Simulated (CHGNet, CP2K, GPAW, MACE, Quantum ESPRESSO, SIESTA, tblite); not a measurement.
# SIESTA on generalised stacking fault on (110) of BePd (80 atoms): settings against a plane-wave reference

How near does SIESTA come to plane waves for generalised stacking fault on (110) of BePd (80 atoms)?

Program: SIESTA 5.4.2. Level of theory: the method is named at each step. Results are calculated unless marked as measured.

In doubt: a PseudoDojo file used here is known to give poor structures and forces (step 2), which bears on pressures, cells, forces and phonons.

## 1. The starting structure

The cell holds 80 atoms: 40 Be and 40 Pd. Its edges and angles: a = 5.626 Å, b = 7.956 Å, c = 19.941 Å, α = 90.0°, β = 86.0°, γ = 90.0°. It derives from BePd (CsCl-type). CsCl-type BePd (a = 2.813 Å), cell with z along [110], 2 x 2 x 5 periods; the third cell vector is tilted by 0.500 of [001] and lengthened by 0 Å, so the cell holds one fault; displaced by a Gaussian of 0.01 Å. Then every atom was moved at random, 0.02 Å r.m.s. a Cartesian component. The structure's axis is c.

The yardstick, on the same geometry:

| Property | Result |
| --- | --- |
| method | Kohn-Sham DFT, PBE, SSSP efficiency 1.3.0 pseudopotentials, plane waves (Quantum ESPRESSO 7.5); sssp-pbe-1.3.0-efficiency, cutoffs 55/440 Ry, Γ point |
| r.m.s. force component | 0.5506 eV/Å |
| longest force | 3.758 eV/Å |
| pressure | 8.156 GPa |
| time | 2.7 min on 4 MPI ranks of Arm Neoverse V1, shared host |
| CPU time | 11 min |

## 2. PBE, DZ, shift 0.01 Ry, mesh 300 Ry

Method: Kohn-Sham DFT, PBE, PseudoDojo 0.4.1 norm-conserving pseudopotentials (converted to PSML), numerical atomic orbitals (DZ), diagonalisation.

The .psml files are PseudoDojo norm-conserving potentials that we converted to this format, checked against plane waves on the same files for H, C, O, Si, Ge and Ca alone.

The input, input.fdf:

```
SystemLabel cell
NumberOfAtoms 80
NumberOfSpecies 2
%block ChemicalSpeciesLabel
  1 4 Be
  2 46 Pd
%endblock ChemicalSpeciesLabel
LatticeConstant 1.0 Ang
%block LatticeVectors
  5.62600 0.00000 0.00000
  0.00000 7.95637 0.00000
  1.40650 0.00000 19.89091
%endblock LatticeVectors
PAO.BasisSize DZ
PAO.EnergyShift 0.01 Ry
XC.Functional GGA
XC.Authors PBE
MeshCutoff 300 Ry
%block kgrid_Monkhorst_Pack
  1 0 0 0.0
  0 1 0 0.0
  0 0 1 0.0
%endblock kgrid_Monkhorst_Pack
SolutionMethod diagon
OccupationFunction FD
ElectronicTemperature 580 K
SCF.Mixer.Method Pulay
SCF.Mixer.Weight 0.05
SCF.Mixer.History 8
SCF.Mix Hamiltonian
MaxSCFIterations 300
SCF.DM.Tolerance 1e-04
SCF.H.Tolerance 1.0e-3 eV
WriteForces T
Write.HirshfeldPop T
Write.VoronoiPop T
Write.DM F
Write.H F
XML.Write F
AtomicCoordinatesFormat Fractional
%block AtomicCoordinatesAndAtomicSpecies
  0.75730 0.00109 0.99874 1
  0.22477 0.99788 0.09757 2
  0.25049 0.99935 0.00189 1
  0.72052 0.99619 0.09979 2
  0.75172 0.50241 0.99885 1
  0.21901 0.50451 0.09871 2
  0.24923 0.50072 0.00051 1
  0.72467 0.50025 0.09940 2
  0.97280 0.24967 0.09961 1
  0.20629 0.24553 0.19905 2
  0.47333 0.24190 0.09930 1
  0.70085 0.25308 0.19879 2
  0.94848 0.99820 0.19988 1
  0.16890 0.00338 0.29989 2
  0.44581 0.00225 0.20060 1
  0.67566 0.99706 0.29853 2
  0.97376 0.75251 0.09929 1
  0.20057 0.75181 0.20091 2
  0.46950 0.75106 0.10092 1
  0.70496 0.74665 0.19948 2
  0.94813 0.50084 0.19892 1
  0.16904 0.50066 0.30072 2
  0.45484 0.49965 0.19937 1
  0.67708 0.49803 0.29810 2
  0.92594 0.25293 0.29866 1
  0.14919 0.25134 0.40002 2
  0.42651 0.24951 0.30139 1
  0.66104 0.24876 0.40050 2
  0.89894 0.99475 0.40025 1
  0.12829 0.00102 0.49922 2
  0.40488 0.00321 0.39974 1
  0.62484 0.00136 0.50047 2
  0.92961 0.74853 0.29872 1
  0.14769 0.75384 0.39959 2
  0.43165 0.75421 0.29895 1
  0.64570 0.74898 0.39956 2
  0.90371 0.50175 0.39853 1
  0.11993 0.50129 0.49883 2
  0.39957 0.49887 0.40001 1
  0.61824 0.49877 0.49948 2
  0.87500 0.25196 0.50048 1
  0.09435 0.25077 0.60080 2
  0.37775 0.24659 0.50213 1
  0.60010 0.25226 0.59785 2
  0.84754 0.99552 0.59756 1
  0.06536 0.99758 0.69907 2
  0.34807 0.00307 0.59850 1
  0.57522 0.99873 0.70049 2
  0.87112 0.74860 0.49932 1
  0.09880 0.74806 0.60125 2
  0.38298 0.74830 0.50183 1
  0.60170 0.75048 0.59894 2
  0.84843 0.50054 0.59904 1
  0.07417 0.50505 0.69955 2
  0.34938 0.50299 0.60141 1
  0.57964 0.50433 0.69758 2
[... 20 atom lines left out ...]
  0.77543 0.75496 0.89989 1
  0.00181 0.75149 0.99823 2
  0.27949 0.75718 0.89875 1
  0.49730 0.74849 0.99953 2
%endblock AtomicCoordinatesAndAtomicSpecies
```

Command:

```bash
$ OMP_NUM_THREADS=1 mpirun -np 2 siesta < input.fdf > output.txt
```

Output:

```text
Version         : 5.4.2
reinit: System Name:
reinit: System Label: cell
initatom: Reading input for the pseudopotentials and atomic orbitals ----------
Species number:   1 Atomic number:    4 Label: Be
Species number:   2 Atomic number:   46 Label: Pd
Ground state valence configuration (from tables):   2s02  2p00  3d00  4f00
Ground state valence configuration (from tables):   5s01  5p00  4d09  4f00
---- Processing specs for species: Be
GGA--PBE XC_GGA_X_PBE--XC_GGA_C_PBE pb
Semicore shell(s) with  2 electrons included in the valence for Be
---- Processing specs for species: Pd
GGA--PBE XC_GGA_X_PBE--XC_GGA_C_PBE pb
Semicore shell(s) with  8 electrons included in the valence for Pd
Semicore shell(s): 1s
Semicore shell(s): 4s 4p
Pd pseudopotential only contains V_ls up to l=2 -- lmxkb reset.
Using PAO.SplitTailNorm
%block ChemicalSpeciesLabel
    1    4 Be                      # Species index, atomic number, species label
    2   46 Pd                      # Species index, atomic number, species label
%endblock ChemicalSpeciesLabel
%block PAO.Basis                 # Define Basis set
Be                    2                    # Species label, number of l-shells
 n=1   0   1                         # n, l, Nzeta
   1.877
   1.000
 n=2   0   2                         # n, l, Nzeta
   7.595      5.618
   1.000      1.000
Pd                    4                    # Species label, number of l-shells
 n=4   0   1                         # n, l, Nzeta
   2.568
   1.000
 n=5   0   2                         # n, l, Nzeta
   7.504      5.540
   1.000      1.000
 n=4   1   1                         # n, l, Nzeta
   2.914
   1.000
 n=4   2   2                         # n, l, Nzeta
   4.908      3.224
   1.000      1.000
%endblock PAO.Basis
coor:   Atomic-coordinates input format  =     Fractional
siesta: System type = bulk
initatomlists: Number of atoms, orbitals, and projectors:     80   760  1040
siesta: ******************** Simulation parameters ****************************
Total number of electrons:   880.000000
Total ionic charge:   880.000000
 Kpoints in:            1 . Kpoints trimmed:            1
siesta: k-grid: Number of k-points = 1
siesta: k-points from Monkhorst-Pack grid
siesta: k-cutoff (effective) =     2.813 Ang
siesta: k-point supercell and displacements
siesta: k-grid:     1     0     0      0.000
siesta: k-grid:     0     1     0      0.000
siesta: k-grid:     0     0     1      0.000
                     ====================================
                        Single-point calculation
                     ====================================
outcell: Unit cell vectors (Ang):
        5.626000    0.000000    0.000000
        0.000000    7.956370    0.000000
        1.406500    0.000000   19.890910
outcell: Cell vector modules (Ang)   :    5.626000    7.956370   19.940575
outcell: Cell angles (23,13,12) (deg):     90.0000     85.9553     90.0000
outcell: Cell volume (Ang**3)        :    890.3676
Gamma-point calculation with interaction between periodic images
Gamma-point calculation with interaction between periodic images
Some features might not work optimally:
Some features might not work optimally:
e.g. DM initialization from atomic data
e.g. DM initialization from atomic data
new_DM -- step:     1
Initializing Density Matrix...
Attempting to read DM from file... Failed...
DM filled with atomic data:
InitMesh: MESH = 60 x 90 x 216 = 1166400
InitMesh: Mesh cutoff (required, used) =   300.000   315.916 Ry
stepf: Fermi-Dirac step function
        iscf     Eharris(eV)        E_KS(eV)     FreeEng(eV)     dDmax    Ef(eV) dHmax(eV)
   scf:    1  -161179.018459  -162426.843340  -162427.298273 22.994763 -5.236292  5.400667
   scf:    2  -162428.137699  -162428.693293  -162429.146038  1.208212 -5.299702  5.833978
   scf:    3  -162428.592059  -162430.179596  -162430.627918  1.040534 -5.327236  4.337927
   scf:    4  -162434.846682  -162433.163212  -162433.598518  1.471305 -5.435365  3.820431
   scf:    5  -162435.691449  -162435.104536  -162435.524188  1.024776 -5.518735  2.525804
   scf:    6  -162437.859254  -162436.834134  -162437.217377  1.625012 -5.661026  1.192036
[...]
scf:   26  -162437.079724  -162437.079710  -162437.465414  0.000149 -5.728964  0.000222
   scf:   27  -162437.079734  -162437.079722  -162437.465414  0.000113 -5.728961  0.000113
   scf:   28  -162437.079731  -162437.079726  -162437.465414  0.000046 -5.728961  0.000100
SCF Convergence by DM+H criterion
max |DM_out - DM_in|         :     0.0000456940
max |H_out - H_in|      (eV) :     0.0001000366
SCF cycle converged after 28 iterations
Using DM_out to compute the final energy and forces
siesta: E_KS(eV) =          -162437.0797
siesta: E_KS - E_eggbox =   -162437.0797
siesta: Atomic forces (eV/Ang):
     1   -0.294971    0.202266   -2.523048
     2   -0.047033    0.130142    4.425538
     3    0.117207    0.329284   -5.130906
     4    0.347228    0.055155    2.566681
     5   -0.004057   -0.220004   -2.563567
     6    0.466343   -0.292658    3.376438
[...]
78   -0.423695   -0.016631   -2.256970
    79   -0.166870   -0.585741   -0.468393
    80    0.021802   -0.073249   -1.965632
----------------------------------------
   Tot    0.014900   -0.009642   -0.054309
----------------------------------------
   Max    5.130906
   Res    0.847312    sqrt( Sum f_i^2 / 3N )
----------------------------------------
   Max    5.130906    constrained
Stress tensor Voigt[x,y,z,yz,xz,xy] (kbar):     -421.09      -40.05     -106.33        1.39        7.65       -4.68
(Free)E + p*V (eV/cell)  -162332.3470
Target enthalpy (eV/cell)  -162437.4654
siesta: Program's energy decomposition (eV):
siesta: Ebs     =    -34968.857979
siesta: Eions   =    212492.055782
siesta: Ena     =     24494.061726
siesta: Ekin    =     59217.842537
siesta: Enl     =     -8246.341266
siesta: DEna    =       377.743816
siesta: DUscf   =         3.261818
siesta: Ex      =    -24308.189285
siesta: Ec      =     -1483.403290
siesta: Exc     =    -25791.592575
siesta: Eharris =   -162437.079731
siesta: Etot    =   -162437.079726
siesta: FreeEng =   -162437.465414
siesta: Final energy (eV):
siesta:  Band Struct. =  -34968.857979
siesta:       Kinetic =   59217.842537
siesta:       Hartree =   35766.881117
siesta:         Exch. =  -24308.189285
siesta:         Corr. =   -1483.403290
siesta:   Exch.-corr. =  -25791.592575
siesta:  Ion-electron = -143096.934484
siesta:       Ion-ion =  -88533.276322
siesta:         Total = -162437.079726
siesta:         Fermi =      -5.728961
siesta: Stress tensor (static) (eV/Ang**3):
siesta:    -0.262823   -0.002923    0.004774
siesta:    -0.002923   -0.024995    0.000868
siesta:     0.004774    0.000868   -0.066368
siesta: Cell volume =        890.367607 Ang**3
siesta: Pressure (static):
siesta:                Solid            Molecule  Units
siesta:           0.00128586          0.00214231  Ry/Bohr**3
siesta:           0.11806186          0.19669789  eV/Ang**3
siesta:         189.15594576        315.14475707  kBar
    Orbital volume contribution        =          43.644095 eV
    (Free)E + p_basis*V_orbitals       =     -162393.821319 eV
    (Free)Eharris+ p_basis*V_orbitals  =     -162393.821324 eV
Hirshfeld Atomic Populations:
Atom #   charge [q] valence [e]  Species
     1    -0.017580    4.017580  Be
     2     0.024743   17.975257  Pd
     3    -0.020082    4.020082  Be
     4     0.029194   17.970806  Pd
     5    -0.020785    4.020785  Be
     6     0.028100   17.971900  Pd
     7    -0.020992    4.020992  Be
     8     0.031245   17.968755  Pd
     9    -0.019470    4.019470  Be
    10     0.013680   17.986320  Pd
    11    -0.019864    4.019864  Be
    12     0.015637   17.984363  Pd
[...]
--------------------
 Total    -0.000250
Voronoi Atomic Populations:
Atom #   charge [q] valence [e]  Species
[...]
75    -0.032522    4.032522  Be
    76     0.044950   17.955050  Pd
    77    -0.024296    4.024296  Be
    78     0.046277   17.953723  Pd
    79    -0.035062    4.035062  Be
    80     0.049404   17.950596  Pd
--------------------
 Total    -0.000248
```

Wall time 86 s (2 MPI ranks of Arm Neoverse V1, shared host); peak memory 0.85 GiB; 2.9 min of CPU time.

Banners, paths, timers and routine set-up lines are dropped from the logs unmarked, and long logs keep their key lines alone; longer cuts are marked.

Numbers from this run, and their distance from the reference:

* r.m.s. force component: 0.8473 eV/Å
* r.m.s. difference of force components: 429.4 meV/Å
* longest difference of force vectors: 2576 meV/Å
* force difference over r.m.s. force: 78 %
* slope of forces against the reference's: 1.38
* correlation of force components: 0.8967
* pressure: 18.92 GPa
* pressure difference: 10.76 GPa

This is a coarse setting, run to see what it loses.

Length of the force difference by element (eV/Å):

| element | atoms | mean | most |
| --- | --- | --- | --- |
| Be | 40 | 0.38 | 1.4 |
| Pd | 40 | 0.65 | 2.6 |

A closer look about Be3, which bears the longest force: 12 atoms, nearest first, numbered in the order of the input, with positions taken from that point.

| atom | x | y | z | distance (Å) | bonds | Hirshfeld charge (e) | Fx | Fy | Fz (eV/Å) |
| --- | --- | --- | --- | --- | --- | --- | --- | --- | --- |
| Be3 | 0.00 | 0.00 | 0.00 | 0.00 | 11 | -0.02 | 0.12 | 0.33 | -5.13 |
| Pd2 | -0.01 | -0.01 | 1.90 | 1.90 | 15 | 0.02 | -0.05 | 0.13 | 4.43 |
| Pd78 | -1.40 | -1.97 | -0.07 | 2.42 | 14 | 0.03 | -0.42 | -0.02 | -2.26 |
| Pd80 | 1.39 | -2.00 | -0.05 | 2.43 | 15 | 0.03 | 0.02 | -0.07 | -1.97 |
| Pd76 | 1.39 | 2.00 | -0.06 | 2.44 | 13 | 0.03 | 0.06 | 0.05 | -2.33 |
| Pd74 | -1.41 | 1.99 | -0.02 | 2.45 | 14 | 0.03 | -0.31 | -0.06 | -3.13 |
| Pd62 | -1.37 | 0.01 | -2.04 | 2.46 | 14 | 0.02 | -0.25 | 0.49 | -0.10 |
| Pd64 | 1.38 | -0.03 | -2.05 | 2.47 | 14 | 0.01 | 0.53 | 0.20 | 0.05 |
| Be1 | -2.78 | 0.01 | -0.06 | 2.78 | 11 | -0.02 | -0.29 | 0.20 | -2.52 |
| Be79 | 0.02 | -1.93 | -2.05 | 2.81 | 14 | -0.03 | -0.17 | -0.59 | -0.47 |
| Be1 | 2.85 | 0.01 | -0.06 | 2.85 | 11 | -0.02 | -0.29 | 0.20 | -2.52 |
| Be75 | 0.01 | 2.01 | -2.05 | 2.87 | 14 | -0.03 | -0.13 | -0.39 | -0.26 |

Forces lie 78 % from the reference's, at 0.27 times its CPU time (on 2 against 4 cores).

Further runs of this program without a result: SIESTA PBE, DZP, shift 0.01 Ry, mesh 300 Ry (stopped at the start); SIESTA PBE, SZP, shift 0.01 Ry, mesh 300 Ry (stopped at the start); SIESTA PBE, DZP, shift 0.01 Ry, mesh 200 Ry (stopped at the start); SIESTA RPBE, PBE potentials, DZP, shift 0.01 Ry, mesh 300 Ry (stopped at the start).

## 3. Summary of results

```json
{
  "force difference from the reference": "SIESTA PBE, DZ, shift 0.01 Ry, mesh 300 Ry (coarse), 78 %",
  "its CPU time": "2.9 min"
}
```

In words: Runs with settings chosen to be coarse differ by 78 % (SIESTA PBE, DZ, shift 0.01 Ry, mesh 300 Ry), their programs' other errors included. One electronic-structure run takes under half the reference's CPU time: SIESTA PBE, DZ, shift 0.01 Ry, mesh 300 Ry, at 78 % in 2.9 min against 11 min, too far off to be of use; its pressure misses by +10.8 GPa. In pressure, SIESTA PBE, DZ, shift 0.01 Ry, mesh 300 Ry misses by +10.8 GPa, at the same functional. The reference's pressure holds the uncorrected Pulay stress of its 55 Ry basis, so small pressure differences, and their order, may be the reference's own error. A potential file of the SIESTA runs is in doubt, which bears on their forces and pressure. The cell is under 6 Å thick along one periodic direction, so every atom has periodic images of itself close by, which move with it and show among its neighbours and in g(r). The reference's stress is far from hydrostatic: its diagonal is 15.3, 0.6, 8.6 GPa, compression counted positive. The host structure and its lattice constant were typed by rule, without a check against the phase diagram. The reference's pressure of 8.2 GPa says that the cell would expand at this level of theory. The electronic-structure runs sample only Γ, in a cell whose shortest periodic width is 6 Å, which is coarse for a cell with partly filled levels.

[Also dropped from logs without a mark: logging warnings of Python, and SIESTA's first energy breakdown and zero terms.]

[Logs are printed without paths, hosts, clocks, repeated set-up lines and the standing remarks that a program may print on its own settings, such as how far it seeks lower states.]

[Hosts, paths, dates, database ids (printed as entryN), source tags and the programs' standing remarks are cut or masked in the printed files.]
